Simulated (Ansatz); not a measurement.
## Co: experiment and calculation

**What was measured.**

From a printed reference work, data compilation, for a bulk crystal of Co at 293.15 K: lattice constant a 2.5071 Å.

The results are compared with them further down.

Computed with DFT PBEsol, scalar-relativistic, plane waves, PAW in Ansatz.

Plane waves to 420 eV, a k mesh through Γ of 18×18×10 on the computed 2-atom cell and Gaussian smearing (0.10 eV); collinear spin from starting moments 1.8 1.8 μB.

Relaxed structure, symmetry kept:

```cif
data_structure
_symmetry_space_group_name_H-M 'P 1'
_symmetry_Int_Tables_number 1
_cell_length_a 2.4564
_cell_length_b 2.4564
_cell_length_c 3.9695
_cell_angle_alpha 90.000
_cell_angle_beta 90.000
_cell_angle_gamma 120.000
_cell_volume 20.74
loop_
_atom_site_label
_atom_site_type_symbol
_atom_site_fract_x
_atom_site_fract_y
_atom_site_fract_z
_atom_site_occupancy
Co1 Co 0.66667 0.33333 0.25001 1
Co2 Co 0.33333 0.66667 0.74999 1
```

- Space group: P6_3/mmc (No. 194)
- Volume per atom: 10.37 Å³
- Formation energy from the elements' standard states (uncorrected): -0.001 eV/atom
- Kohn–Sham band gap: none (metal)
- Density of states at the Fermi level: 1.66 states/eV per cell
- Löwdin character within 0.5 eV of the Fermi level: Co 3d 91 %
- Bulk modulus: 249 GPa
- Its pressure derivative: 4.6
- Bader charges (e): Co (2 in the cell) 0.00
- Total moment: 3.15 μB per cell
- Site moments (μB; atoms counted from 1 over the whole cell): Co (atom 1) 1.64, Co (atom 2) 1.64

Only this magnetic start was tried.

Against the measured lattice constant a of Co, 2.5071 Å (293.15 K; a printed reference work, data compilation), the calculated 2.456 Å is off by -2.0 %. The calculation is for 0 K without zero-point motion.